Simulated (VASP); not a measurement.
Wanted: the native input for a VASP 6.6.1 run.

```yaml
Task: single point
Functional: LDA
Potentials_or_basis: VASP PAW LDA potentials, release 64 (C)
Cutoff: 520 eV
k_mesh: 9 × 9 × 1
Occupations: gaussian, width 0.1 eV
Spin: no spin polarisation
Dipole_correction: yes
Further_INCAR_settings: ALGO = Normal; EDIFF = 1e-06; NBANDS = 11
```

The structure of C lies in POSCAR:

```
C
1.0
    2.5795255378      0.0000000000      0.0000000000
   -1.2897627689      2.2339346454      0.0000000000
    0.0000000000      0.0000000000     28.0000000000
C
2
Direct
    0.3333333333      0.6666666667      0.5054285714
    0.6666666667      0.3333333333      0.4945714286
```

The cell was built by a generator and needn't be a form met in nature.

The input as run:

INCAR

```
PREC = Accurate ; ENCUT = 520
EDIFF = 1E-6 ; ISMEAR = 0
SIGMA = 0.1 ; LREAL = False
LASPH = True ; NELM = 100
ALGO = Normal ; ISIF = 2
LWAVE = False ; LCHARG = False
LDIPOL = True ; IDIPOL = 3
DIPOL = 0.5 0.5 0.500 ; GGA = CA
NBANDS = 11
```

KPOINTS

```
Automatic mesh
0
Gamma
  9 9 1
```

Potentials or basis: VASP PAW LDA potentials, release 64 (C).

Command:

```console
$ cat potpaw_LDA.64/C/POTCAR > POTCAR
$ mpirun -np 1 vasp_std > vasp.out
```

It gave:

| Quantity | Value |
| --- | --- |
| Largest force | 5.228 eV/Å |
| Band gap on the k mesh | none (metal or under the smearing width) |

Wall time 32 s on 1 thread of Intel(R) Xeon(R) Platinum 8488C (Sapphire Rapids), on a shared host, peak memory 0.2 GiB.
